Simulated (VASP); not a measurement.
# Li in VASP: a series of runs, part 2 of 2

VASP 6.6.1.

## (4) Single point, PBE

The input, INCAR:

```
SYSTEM = Li
ALGO = Fast
EDIFF = 1E-6
ENCUT = 520
GGA = PE
ISIF = 2
ISMEAR = 0
LASPH = .TRUE.
LCHARG = .FALSE.
LREAL = Auto
LWAVE = .FALSE.
NBANDS = 40
NELM = 100
PREC = Accurate
SIGMA = 0.15
```

The input, KPOINTS:

```
k-points
0
G
  4 5 1
  0 0 0
```

The input, POSCAR:

```
Li
1.0
    6.9800000000      0.0000000000      0.0000000000
    3.4900000000      4.9356050000      0.0000000000
    0.0000000000      0.0000000000     19.4034080000
Li
17
Direct
   -0.2499999493      0.4999998987      0.0515372866
    0.2500000507      0.4999998987      0.0515372866
   -0.2500000000      1.0000000000      0.0515372866
    0.2500000000      1.0000000000      0.0515372866
   -0.0009690353      0.0012334861      0.1716057303
    0.5010343538     -0.0039168450      0.1724729491
    0.0016516154      0.4993606660      0.1675808703
    0.4971773755      0.4991495470      0.1710212453
   -0.2446039659      0.5046193932      0.2889339852
    0.2414171177      0.4937299480      0.2918821786
   -0.2483819306      1.0045151506      0.3004578886
    0.2458133619      0.9951088063      0.3007122254
    0.0076429937     -0.0114719472      0.4344082235
    0.4954710173      0.0018502291      0.4283735620
   -0.0112133119      0.4963071397      0.4155445786
    0.5050573004      0.4932716455      0.4038852350
    0.6839967789      0.5211233476      0.5316348551
```

Potentials or basis: VASP PAW PBE potentials, release 64 (Li_sv).

Started as:

```sh
$ cat potpaw_PBE.64/Li_sv/POTCAR > POTCAR
$ mpirun -np 1 vasp_std > vasp.out
```

OUTCAR:

```text
SYSTEM = Li
   EDIFF = 1E-6
   ENCUT = 520
   GGA = PE
   ISIF = 2
   ISMEAR = 0
   LASPH = .TRUE.
   LREAL = Auto
   NELM = 100
   PREC = Accurate

 ion  position               nearest neighbor table
   1  0.750  0.500  0.052-
   2  0.250  0.500  0.052-
   3  0.750  0.000  0.052-
   4  0.250  0.000  0.052-
   5  0.999  0.001  0.172-
   6  0.501  0.996  0.172-
[... 9 lines left out ...]
  16  0.505  0.493  0.404-
  17  0.684  0.521  0.532-

  LATTYP: Found a base centered orthorhombic cell.
 ALAT       =     6.9800000000
 B/A-ratio  =     1.4142134670
 C/A-ratio  =     2.7798578797

  Lattice vectors:

 A1 = (   3.4900000000,  -4.9356050000,   0.0000000000)
 A2 = (   3.4900000000,   4.9356050000,   0.0000000000)
 A3 = (   0.0000000000,   0.0000000000,  19.4034080000)

Analysis of symmetry for initial positions (statically):
=====================================================================
 Subroutine PRICEL returns:
 Original cell was already a primitive cell.

 Routine SETGRP: Setting up the symmetry group for a
 base centered orthorhombic supercell.

 Subroutine GETGRP returns: Found  1 space group operations
 (whereof  1 operations were pure point group operations)
 out of a pool of  8 trial point group operations.

The static configuration has the point symmetry C_1 .

Analysis of symmetry for dynamics (positions and initial velocities):
=====================================================================
 Subroutine PRICEL returns:
 Original cell was already a primitive cell.

 Routine SETGRP: Setting up the symmetry group for a
 base centered orthorhombic supercell.

 Subroutine GETGRP returns: Found  1 space group operations
 (whereof  1 operations were pure point group operations)
 out of a pool of  8 trial point group operations.

The dynamic configuration has the point symmetry C_1 .

 Subroutine INISYM returns: Found  1 space group operations
 (whereof  1 operations are pure point group operations),
 and found     1 'primitive' translations

----------------------------------------------------------------------------------------

                                     Primitive cell

  volume of cell :     668.4576

  direct lattice vectors                    reciprocal lattice vectors
     6.980000000  0.000000000  0.000000000     0.143266476 -0.101304703  0.000000000
     3.490000000  4.935605000  0.000000000     0.000000000  0.202609407  0.000000000
     0.000000000  0.000000000 19.403408000     0.000000000  0.000000000  0.051537338

  length of vectors
     6.980000000  6.044857047 19.403408000     0.175464885  0.202609407  0.051537338

  position of ions in fractional coordinates (direct lattice)
     0.750000051  0.499999899  0.051537287
     0.250000051  0.499999899  0.051537287
     0.750000000  0.000000000  0.051537287
     0.250000000  0.000000000  0.051537287
     0.999030965  0.001233486  0.171605730
     0.501034354  0.996083155  0.172472949
[... 82 lines left out ...]
  0.000000  0.000000  0.000000      1.000000
  0.250000  0.000000  0.000000      2.000000
  0.500000  0.000000  0.000000      1.000000
  0.000000  0.200000  0.000000      2.000000
  0.250000  0.200000  0.000000      2.000000
  0.500000  0.200000  0.000000      2.000000
 -0.250000  0.200000  0.000000      2.000000
  0.000000  0.400000  0.000000      2.000000
  0.250000  0.400000  0.000000      2.000000
  0.500000  0.400000  0.000000      2.000000
 -0.250000  0.400000  0.000000      2.000000
   k-points           NKPTS =     11   k-points in BZ     NKDIM =     11   number of bands    NBANDS=     40
   number of dos      NEDOS =    301   number of ions     NIONS =     17
   total plane-waves  NPLWV = 373248
   dimension x,y,z NGX =    54 NGY =   48 NGZ =  144
   dimension x,y,z NGXF=   108 NGYF=   96 NGZF=  288
   ions per type =              17
   NGX,Y,Z   is equivalent  to a cutoff of  12.86, 13.20, 12.34 a.u.
   NGXF,Y,Z  is equivalent  to a cutoff of  25.72, 26.40, 24.68 a.u.
 SYSTEM =  Li
   PREC   = accura    normal or accurate (medium, high low for compatibility)
   ISTART =      0    job   : 0-new  1-cont  2-samecut
   ICHARG =      2    charge: 1-file 2-atom 10-const
   ISPIN  =      1    spin polarized calculation?
   LNONCOLLINEAR =      F non collinear calculations
   LSORBIT =      F    spin-orbit coupling
   LASPH  =      T    aspherical Exc in radial PAW
   ENCUT  =  520.0 eV  38.22 Ry    6.18 a.u.  12.98 11.24 36.08*2*pi/ulx,y,z
   NELM   =    100;   NELMIN=  2; NELMDL= -5     # of ELM steps
   EDIFF  = 0.1E-05   stopping-criterion for ELM
   LREAL  =      T    real-space projection
   EDIFFG = 0.1E-04   stopping-criterion for IOM
   NSW    =      0    number of steps for IOM
   IBRION =     -1    ionic relax: 0-MD 1-quasi-New 2-CG
   NFREE  =      0    steps in history (QN), initial steepest desc. (CG)
   ISIF   =      2    stress and relaxation
   ISYM   =      2    0-nonsym 1-usesym 2-fastsym
   POTIM  = 0.5000    time-step for ionic-motion
   TEBEG  =    0.0;   TEEND  =   0.0 temperature during run
   PSTRESS=    0.0 pullay stress
   NELECT =      51.0000    total number of electrons
   NUPDOWN=      -1.0000    fix difference up-down
   EMIN   =  10.00;   EMAX   =-10.00  energy-range for DOS
   EFERMI =   0.00;   METHOD = LEGACY
   ISMEAR =     0;   SIGMA  =   0.15  broadening in eV -4-tet -1-fermi 0-gaus
   EFERMI_NEDOS =   21; number of points for ismear=-14 and -15
   IALGO  =     68    algorithm
   IMIX   =      4    mixing-type and parameters
     AMIX     =   0.40;   BMIX     =  1.00
     AMIX_MAG =   1.60;   BMIX_MAG =  1.00
  volume/ion in A,a.u.               =      39.32       265.35
  Fermi-wavevector in a.u.,A,eV,Ry     =   0.694342  1.312117  6.559521  0.482111
  Thomas-Fermi vector in A             =   1.776809
   LORBIT       =      0    0 simple, 1 ext, 2 COOP (PROOUT), +10 PAW based schemes
   GGA     = PE    functional components
   LHFCALC =     F    Hartree Fock is set to
   AEXX    =    0.0000 exact exchange contribution
   IVDW    =     0    specifies the selected vdW correction
   LEPSILON=     F    determine dielectric tensor
   LRPA    =     F    only Hartree local field effects (RPA)
 non-spin polarized calculation
 RMM-DIIS sequential band-by-band and
 Gauss-broadening in eV      SIGMA  =   0.15
  energy-cutoff  :      520.00
  volume of cell :      668.46
 maximum number of plane-waves:     18039
 NGX is ok and might be reduce to    54
   NGX = 25   NGY = 23   NGZ = 73

 number of electron      51.0000006 magnetization

 Free energy of the ion-electron system (eV)
  ---------------------------------------------------
  ext. energy  EPLUGINS =         0.00000000
  ---------------------------------------------------
  free energy    TOTEN  =       -30.08000110 eV

  energy without entropy =      -29.98141522  energy(sigma->0) =      -30.03070816

 E-fermi :  -0.9580     XC(G=0):  -4.5684

 val. band max:       -0.9700276149   @ k =   0.0000   0.0000   0.0000
 cond. band min:      -0.9511291225   @ k =   0.5000   0.4000   0.0000
 fundamental gap:      0.0188984924
 Fermi energy:        -0.9579877927

 k-point     1 :       0.0000    0.0000    0.0000
  band No.  band energies     occupation
      1     -49.0879      2.00000
      2     -47.9251      2.00000
      3     -47.9188      2.00000
      4     -47.9164      2.00000
      5     -47.9151      2.00000
      6     -47.9041      2.00000
[... 429 lines left out ...]
     36       1.0773      0.00000
     37       1.4551      0.00000
 [bands above 37 left out]

------------------------ aborting loop because EDIFF is reached ----------------------------------------

  FORCE on cell =-STRESS in cart. coord.  units (eV):
  Direction    XX          YY          ZZ          XY          YZ          ZX
  --------------------------------------------------------------------------------------
  -------------------------------------------------------------------------------------
  Total       -2.0487023     -1.3616964     -0.0912609     -0.2795353     -0.0003716      0.0159379
  in kB       -4.9103856     -3.2637512     -0.2187366     -0.6699978     -0.0008906      0.0382003
  external PRESSURE =      -2.7976245 kB  Pullay stress =       0.0000000 kB

 VOLUME and BASIS-vectors are now :
 -----------------------------------------------------------------------------
  energy-cutoff  :      520.00
  volume of cell :      668.46
      direct lattice vectors                 reciprocal lattice vectors
     6.980000000  0.000000000  0.000000000     0.143266476 -0.101304703  0.000000000
     3.490000000  4.935605000  0.000000000     0.000000000  0.202609407  0.000000000
     0.000000000  0.000000000 19.403408000     0.000000000  0.000000000  0.051537338

 POSITION                                       TOTAL-FORCE (eV/Angst)
 -----------------------------------------------------------------------------------
      6.98000      2.46780      1.00000        -0.017901     -0.000336     -0.014081
      3.49000      2.46780      1.00000         0.013603     -0.000288     -0.032099
      5.23500      0.00000      1.00000        -0.005475      0.001733      0.014516
      1.74500      0.00000      1.00000         0.003355     -0.000230      0.013010
      6.97754      0.00609      3.32974         0.000725      0.002569      0.000056
      6.97355      4.91627      3.34656        -0.002265      0.005720      0.002665
[... 9 lines left out ...]
      5.24682      2.43459      7.83675         0.008760      0.006229      0.005460
      6.59302      2.57206     10.31553        -0.011660     -0.006601      0.020783
 -----------------------------------------------------------------------------------
    total drift:                                0.002729     -0.004244     -0.005202

  FREE ENERGIE OF THE ION-ELECTRON SYSTEM (eV)
  ---------------------------------------------------
  free  energy   TOTEN  =       -30.0800010963 eV

  energy  without entropy=      -29.9814152198  energy(sigma->0) =      -30.03070816
```

Run time: 25 min. Hardware: 1 thread of Intel Xeon Platinum 8488C (Sapphire Rapids), shared host; peak memory 0.78 GiB.

What came out:

| Property | Result |
| --- | --- |
| Free energy | -30.0800 eV |
| Largest force | 0.035 eV/Å |
| Band gap on the k mesh | none (metal or under the smearing width) |

Forces on the atoms (eV/Å):
```
Li  -0.018  0.000 -0.014
Li   0.014  0.000 -0.032
Li  -0.005  0.002  0.015
Li   0.003  0.000  0.013
Li   0.001  0.003  0.000
Li  -0.002  0.006  0.003
Li   0.002 -0.006  0.002
Li   0.001 -0.006  0.001
Li   0.001  0.004 -0.007
Li  -0.005  0.003 -0.008
Li   0.003 -0.013  0.002
Li  -0.001 -0.002  0.000
Li   0.001 -0.006  0.000
Li   0.004  0.014  0.008
Li   0.005  0.003 -0.008
Li   0.009  0.006  0.005
Li  -0.012 -0.007  0.021
```

Levels at points of the mesh, in eV from the Fermi level:
| k point | band 23 | band 24 | band 25 | band 26 | band 27 | band 28 | band 29 | band 30 |
| --- | --- | --- | --- | --- | --- | --- | --- | --- |
| (0.00, 0.00, 0.00) | -0.01 | 0.02 | 0.07 | 0.14 | 0.24 | 0.27 | 0.27 | 0.36 |
| (0.50, 0.00, 0.00) | -0.85 | -0.23 | -0.19 | 0.09 | 0.25 | 0.39 | 0.40 | 1.17 |

Caveat: the cutoff is under 1.25 times the usual one of these potentials, so pressure, stress and relaxed cells hold a basis-set (Pulay) error.

## (5) Single point, PBE

The input, INCAR:

```
SYSTEM = Li
  PREC = Accurate
  ENCUT = 520
  EDIFF = 1E-7
  ISMEAR = 0
  SIGMA = 0.15
  LREAL = Auto
  LASPH = .True.
  NELM = 100
  ALGO = Fast
  ISIF = 2
  LWAVE = .False.
  LCHARG = .False.
  GGA = PE
  NBANDS = 40
```

The input, KPOINTS:

```
Automatic mesh
0
Gamma
  4 5 1
  0 0 0
```

The input, POSCAR:

```
Li
1.0
    6.9800000000      0.0000000000      0.0000000000
    3.4900000000      4.9356050000      0.0000000000
    0.0000000000      0.0000000000     19.4034080000
Li
17
Direct
   -0.2499999493      0.4999998987      0.0515372866
    0.2500000507      0.4999998987      0.0515372866
   -0.2500000000      1.0000000000      0.0515372866
    0.2500000000      1.0000000000      0.0515372866
   -0.0005234538      0.0009638129      0.1720130299
    0.5013137236     -0.0035861865      0.1709211083
    0.0031217620      0.4982453012      0.1690701963
    0.4983446286      0.4981737801      0.1682359099
   -0.2488457129      0.4914765262      0.2877835172
    0.2487535617      0.5070699539      0.2910519121
   -0.2543438036      0.9940601000      0.2995286189
    0.2583269396      0.9968401037      0.2994586827
    0.0175783687     -0.0310126114      0.4276664697
    0.5042101101     -0.0174096185      0.4329846077
    0.0028945360      0.4794759710      0.4069800522
    0.5198822045      0.4748453330      0.4095967574
    0.7823418368      0.4578415412      0.5313423807
```

Potentials or basis: VASP PAW PBE potentials, release 64 (Li_sv).

Started as:

```sh
$ cat potpaw_PBE.64/Li_sv/POTCAR > POTCAR
$ mpirun -np 1 vasp_std > vasp.out
```

OUTCAR:

```text
SYSTEM = Li
   PREC = Accurate
   ENCUT = 520
   EDIFF = 1E-7
   ISMEAR = 0
   LREAL = Auto
   LASPH = .True.
   NELM = 100
   ISIF = 2
   GGA = PE

 ion  position               nearest neighbor table
   1  0.750  0.500  0.052-
   2  0.250  0.500  0.052-
   3  0.750  0.000  0.052-
   4  0.250  0.000  0.052-
   5  0.999  0.001  0.172-
   6  0.501  0.996  0.171-
[... 9 lines left out ...]
  16  0.520  0.475  0.410-
  17  0.782  0.458  0.531-

  LATTYP: Found a base centered orthorhombic cell.
[... 679 lines left out ...]
  Total       -2.0042425     -1.3693649      0.0646558     -0.2996394      0.0269633      0.0227603
  in kB       -4.8038233     -3.2821313      0.1549688     -0.7181840      0.0646264      0.0545524
  external PRESSURE =      -2.6436619 kB  Pullay stress =       0.0000000 kB

 VOLUME and BASIS-vectors are now :
 -----------------------------------------------------------------------------
  energy-cutoff  :      520.00
  volume of cell :      668.46
      direct lattice vectors                 reciprocal lattice vectors
     6.980000000  0.000000000  0.000000000     0.143266476 -0.101304703  0.000000000
     3.490000000  4.935605000  0.000000000     0.000000000  0.202609407  0.000000000
     0.000000000  0.000000000 19.403408000     0.000000000  0.000000000  0.051537338

 POSITION                                       TOTAL-FORCE (eV/Angst)
 -----------------------------------------------------------------------------------
      6.98000      2.46780      1.00000         0.003869      0.000886     -0.022363
      3.49000      2.46780      1.00000        -0.004457     -0.000778     -0.042826
      5.23500      0.00000      1.00000         0.005238     -0.002219      0.005560
      1.74500      0.00000      1.00000        -0.005925     -0.002572      0.005005
      6.97971      0.00476      3.33764         0.001973     -0.004571      0.003779
      6.97665      4.91790      3.31645        -0.001644     -0.002609      0.000603
[... 9 lines left out ...]
      5.28599      2.34365      7.94757         0.004196      0.004391      0.008861
      7.05861      2.25972     10.30985         0.000839      0.000773      0.013784
 -----------------------------------------------------------------------------------
    total drift:                               -0.003174      0.017811     -0.000817

  FREE ENERGIE OF THE ION-ELECTRON SYSTEM (eV)
  ---------------------------------------------------
  free  energy   TOTEN  =       -30.0779290511 eV

  energy  without entropy=      -29.9794965781  energy(sigma->0) =      -30.02871281
```

It took 28 min on 1 thread of Intel Xeon 6975P-C (Granite Rapids), shared host; peak memory 0.77 GiB.

What came out:

```yaml
Free_energy: -30.0779 eV
Largest_force: 0.043 eV/Å
Band_gap_on_the_k_mesh: none (metal or under the smearing width)
```

Forces on the atoms (eV/Å):
```
Li   0.004  0.001 -0.022
Li  -0.004 -0.001 -0.043
Li   0.005 -0.002  0.006
Li  -0.006 -0.003  0.005
Li   0.002 -0.005  0.004
Li  -0.002 -0.003  0.001
Li   0.000  0.003  0.006
Li   0.000  0.002  0.009
Li   0.003 -0.005 -0.007
Li   0.001 -0.009 -0.010
Li   0.004  0.003  0.008
Li  -0.005  0.003  0.011
Li  -0.001 -0.003  0.005
Li  -0.001  0.009  0.000
Li  -0.005  0.005  0.006
Li   0.004  0.004  0.009
Li   0.001  0.001  0.014
```

Levels at points of the mesh, in eV from the Fermi level:
```
           k point  band 24  band 25  band 26  band 27  band 28  band 29
(0.00, 0.00, 0.00)     0.02     0.06     0.15     0.23     0.25     0.30
(0.50, 0.00, 0.00)    -0.23    -0.20     0.09     0.26     0.39     0.40
```

Caveat: the cutoff is under 1.25 times the usual one of these potentials, so pressure, stress and relaxed cells hold a basis-set (Pulay) error.
